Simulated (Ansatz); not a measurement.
Born–Oppenheimer molecular dynamics of a periodic cell of 13 atoms, Co (surface Co(0001), adsorbate Co). It starts from a relaxed structure.

Level of theory: DFT PBE, scalar-relativistic, plane waves, PAW in Ansatz. Settings: cutoff 420 eV, k mesh 3x3x1, fermi-dirac smearing 0.15 eV, spin collinear.

```
ensemble        : NVT, Nosé–Hoover chain
time step       : 3 fs
steps asked     : 90
set temperature : 700 K
thermostat      : time constant 200 fs, chain length 3
atoms held      : 1 to 4
seed            : 513
```

First frame:

```xyz
13
Lattice="5.0200 0.0000 0.0000 2.5100 4.3474 0.0000 0.0000 0.0000 17.0712" Properties=species:S:1:pos:R:3
Co 0.000 0.000 1.000
Co 2.510 0.000 1.000
Co 1.255 2.174 1.000
Co 3.765 2.174 1.000
Co 0.000 1.438 2.990
Co 2.510 1.450 2.919
Co 1.263 3.628 2.990
Co 3.757 3.628 2.990
Co 0.000 0.003 5.071
Co 2.510 0.048 4.981
Co 1.295 2.151 4.979
Co 3.725 2.151 4.979
Co 5.020 2.897 6.680
```

(1) What does the run give?

(2) What happens to the structure?

(3) How do temperature and energy run in time?

## Answers

(1) All steps were run.

* steps done: 90
* time covered: 270 fs
* mean temperature over the second half: 410 K
* spread of the potential energy over the second half: 4.8 meV per atom
* mean potential energy of the second half above the start: 42.4 meV per atom

The conserved energy stayed within 0.13 meV per atom of its start (net change 0.11 meV per atom), so the integration is sound. The mean temperature of the second half is 41 % below the set value. A run of 0.27 ps of so small a system gives no equilibrium averages. Limits of this set-up: coarse k mesh, thin slab, slab without dipole correction.

(2) Mean squared displacements from the first frame to the last: Co 0.03 Å². The details hang on the random start.

(3) 
```tsv
time (fs)	T (K)	potential energy less start (eV)	conserved less start (meV/atom)
0	700	0.000	0.00
12	599	0.118	0.02
24	376	0.379	0.09
36	205	0.580	0.13
48	185	0.604	0.09
60	246	0.536	0.06
72	312	0.466	0.07
84	391	0.385	0.07
96	464	0.313	0.05
108	490	0.301	0.06
120	459	0.355	0.06
132	387	0.457	0.08
144	308	0.566	0.10
156	276	0.617	0.10
168	310	0.594	0.08
180	366	0.548	0.08
192	426	0.502	0.08
204	487	0.459	0.07
216	513	0.457	0.07
228	495	0.507	0.09
240	465	0.567	0.10
252	444	0.614	0.10
264	434	0.646	0.11
```

Time of the run: 26 min on 4 threads of Intel(R) Xeon(R) Platinum 8259CL CPU @ 2.50GHz (Skylake/Cascade Lake), on a shared host, peak memory 1.6 GiB.
